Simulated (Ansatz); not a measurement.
Ti: computed properties

These are results of DFT PBE, scalar-relativistic, plane waves, PAW (Ansatz), not measurements.

Settings: cutoff 420 eV, Γ-centred mesh 18×18×18 on the computed 1-atom cell, Gaussian smearing of 0.10 eV; no spin polarisation.

The structure is relaxed at this level of theory with its symmetry kept. This bcc form isn't the element's structure at ambient conditions.

```cif
data_structure
_symmetry_space_group_name_H-M 'Im-3m'
_symmetry_Int_Tables_number 229
_cell_length_a 3.2555
_cell_length_b 3.2555
_cell_length_c 3.2555
_cell_angle_alpha 90.000
_cell_angle_beta 90.000
_cell_angle_gamma 90.000
_cell_volume 34.50
loop_
_atom_site_label
_atom_site_type_symbol
_atom_site_symmetry_multiplicity
_atom_site_Wyckoff_symbol
_atom_site_fract_x
_atom_site_fract_y
_atom_site_fract_z
_atom_site_occupancy
Ti1 Ti 2 a 0.00000 0.00000 0.00000 1
```

| Property | Result |
| --- | --- |
| Space group | Im-3m (No. 229) |
| Volume per atom | 17.25 Å³ |
| Formation energy from the elements' standard states (uncorrected) | +0.111 eV/atom |
| Kohn–Sham band gap | none (metal) |
| Density of states at the Fermi level | 2.11 states/eV per cell |
| Löwdin character within 0.5 eV of the Fermi level | Ti 3d 88 %, unprojected 7 % |
| Bader charges (e) | Ti (1 in the cell) 0.00 |